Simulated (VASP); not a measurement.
Write the native input for VASP 6.6.1 that does the following.

- Task: band structure
- Functional: PBE
- Potentials or basis: VASP PAW PBE potentials, release 64 (C)
- Cutoff: 520 eV
- k mesh: 12 × 12 × 4
- Occupations: fermi-dirac, width 0.05 eV
- Spin: no spin polarisation
- Further INCAR settings: ALGO = Normal; EDIFF = 1e-06

The system is C.

```
CELL_PARAMETERS angstrom
2.52210 0.00000 0.00000
-1.26105 2.18420 0.00000
0.00000 0.00000 8.23710
ATOMIC_POSITIONS crystal
C 0.66667 0.33333 0.84375
C 0.33333 0.66667 0.34375
C 0.66667 0.33333 0.65625
C 0.33333 0.66667 0.15625
C 0.00000 0.00000 0.90625
C 0.00000 0.00000 0.40625
C 0.00000 0.00000 0.59375
C 0.00000 0.00000 0.09375
```

This is a hexagonal form of diamond, not graphite.

One way to write it, as run:

POSCAR

```
C
1.0
    2.5221000000      0.0000000000      0.0000000000
   -1.2610500000      2.1842026709      0.0000000000
    0.0000000000      0.0000000000      8.2371000000
C
8
Direct
    0.6666666667      0.3333333333      0.8437500000
    0.3333333333      0.6666666667      0.3437500000
    0.6666666667      0.3333333333      0.6562500000
    0.3333333333      0.6666666667      0.1562500000
    0.0000000000      0.0000000000      0.9062500000
    0.0000000000      0.0000000000      0.4062500000
    0.0000000000      0.0000000000      0.5937500000
    0.0000000000      0.0000000000      0.0937500000
```

INCAR.step1

```
SYSTEM = C
ALGO     = Normal         ! electronic algorithm
EDIFF    = 1E-6           ! SCF threshold, eV
ENCUT    = 520            ! plane-wave cutoff, eV
GGA      = PE             ! functional
ISIF     = 2              ! what is computed and relaxed
ISMEAR   = -1             ! smearing method
LASPH    = .TRUE.         ! aspherical terms in the spheres
LCHARG   = .TRUE.         ! write CHGCAR
LREAL    = .FALSE.        ! projectors in reciprocal space
LWAVE    = .FALSE.        ! write WAVECAR
NELM     = 100            ! most SCF steps
PREC     = Accurate       ! precision mode
SIGMA    = 0.05           ! smearing width, eV
```

KPOINTS.step1

```
k-points
0
G
  12 12 4
  0 0 0
```

INCAR.step2

```
SYSTEM = C
ALGO     = Normal         ! electronic algorithm
EDIFF    = 1E-6           ! SCF threshold, eV
ENCUT    = 520            ! plane-wave cutoff, eV
GGA      = PE             ! functional
ICHARG   = 11             ! starting density
ISIF     = 2              ! what is computed and relaxed
ISMEAR   = 0              ! smearing method
LASPH    = .TRUE.         ! aspherical terms in the spheres
LCHARG   = .FALSE.        ! write CHGCAR
LREAL    = .FALSE.        ! projectors in reciprocal space
LWAVE    = .FALSE.        ! write WAVECAR
NELM     = 100            ! most SCF steps
PREC     = Accurate       ! precision mode
SIGMA    = 0.05           ! smearing width, eV
```

KPOINTS.step2

```
path GMKGALHA,LM,KH
10
line-mode
reciprocal
 0.0000000000  0.0000000000  0.0000000000  G
 0.5000000000  0.0000000000  0.0000000000  M

 0.5000000000  0.0000000000  0.0000000000  M
 0.3333333333  0.3333333333  0.0000000000  K

 0.3333333333  0.3333333333  0.0000000000  K
 0.0000000000  0.0000000000  0.0000000000  G

 0.0000000000  0.0000000000  0.0000000000  G
 0.0000000000  0.0000000000  0.5000000000  A

 0.0000000000  0.0000000000  0.5000000000  A
 0.5000000000  0.0000000000  0.5000000000  L

 0.5000000000  0.0000000000  0.5000000000  L
 0.3333333333  0.3333333333  0.5000000000  H

 0.3333333333  0.3333333333  0.5000000000  H
 0.0000000000  0.0000000000  0.5000000000  A

 0.5000000000  0.0000000000  0.5000000000  L
 0.5000000000  0.0000000000  0.0000000000  M

 0.3333333333  0.3333333333  0.0000000000  K
 0.3333333333  0.3333333333  0.5000000000  H
```

Potentials or basis: VASP PAW PBE potentials, release 64 (C).

Run with:

```bash
$ cat potpaw_PBE.64/C/POTCAR > POTCAR
$ cp INCAR.step1 INCAR
$ cp KPOINTS.step1 KPOINTS
$ mpirun -np 1 vasp_std > vasp.out
$ cp INCAR.step2 INCAR
$ cp KPOINTS.step2 KPOINTS
$ mpirun -np 1 vasp_std > vasp.out
```

It gave:

- Band gap on the k mesh: 4.41 eV, indirect (least direct gap 5.18 eV)
- Band gap along the path: 4.42 eV, indirect (least direct gap 5.18 eV)

Caveat: the log is that of the step along the path at fixed density, whose energy, stress, charges and moments have no meaning.

It took 36 s on 1 thread of Intel(R) Xeon(R) 6975P-C (Granite Rapids), on a shared host, peak memory 0.19 GiB.
